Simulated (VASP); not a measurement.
Wanted: the native input for a VASP 6.6.1 run.

* Task: relaxation of cell and atoms
* Functional: PBE
* Potentials or basis: VASP PAW PBE potentials, release 64 (Mg)
* Cutoff: 600 eV
* k mesh: 11 × 11 × 11
* Occupations: fermi-dirac, width 0.05 eV
* Spin: no spin polarisation
* Further INCAR settings: ALGO = Normal; EDIFF = 1e-06; IBRION = 2; EDIFFG = -0.01; NSW = 60; ISIF = 3

The structure of Mg lies in POSCAR:

```
Mg
1.0
   -1.8359916300      1.8359916300      1.6794040200
    1.8359916300     -1.8359916300      1.6794040200
    1.8359916300      1.8359916300     -1.6794040200
Mg
1
Direct
    0.0000000000      0.0000000000      0.0000000000
```

This isn't the form of Mg at room conditions, which is hcp.

These files were run (other wordings do the same):

INCAR

```
PREC = Accurate
ENCUT = 600
EDIFF = 1E-6
ISMEAR = -1
SIGMA = 0.05
LREAL = False
LASPH = True
NELM = 80
ALGO = Normal
ISIF = 3
LWAVE = False
LCHARG = False
GGA = PE
IBRION = 2
NSW = 60
EDIFFG = -0.01
```

KPOINTS

```
Automatic mesh
0
Gamma
  11 11 11
```

Potentials or basis: VASP PAW PBE potentials, release 64 (Mg).

The run is started by

```sh
$ cat potpaw_PBE.64/Mg/POTCAR > POTCAR
$ mpirun -np 1 vasp_std > vasp.out
```

Results of the run:

| Property | Result |
| --- | --- |
| Relaxed volume | 22.76 Å³/atom |
| Relaxed cell | a = 3.092 Å, b = 3.092 Å, c = 3.092 Å, α = 109.44°, β = 109.44°, γ = 109.54° |
| Space group after relaxing (to 0.05 Å) | Im-3m (No. 229) |
| Energy gained by relaxing | 3.1 meV/atom |
| Ionic steps | 11 |
| Pressure after relaxing | 0.0 GPa |
| Band gap on the k mesh | none (metal or under the smearing width) |

Run time: 41 s on 1 thread of Intel(R) Xeon(R) 6975P-C (Granite Rapids) (shared host), peak memory 0.17 GiB.
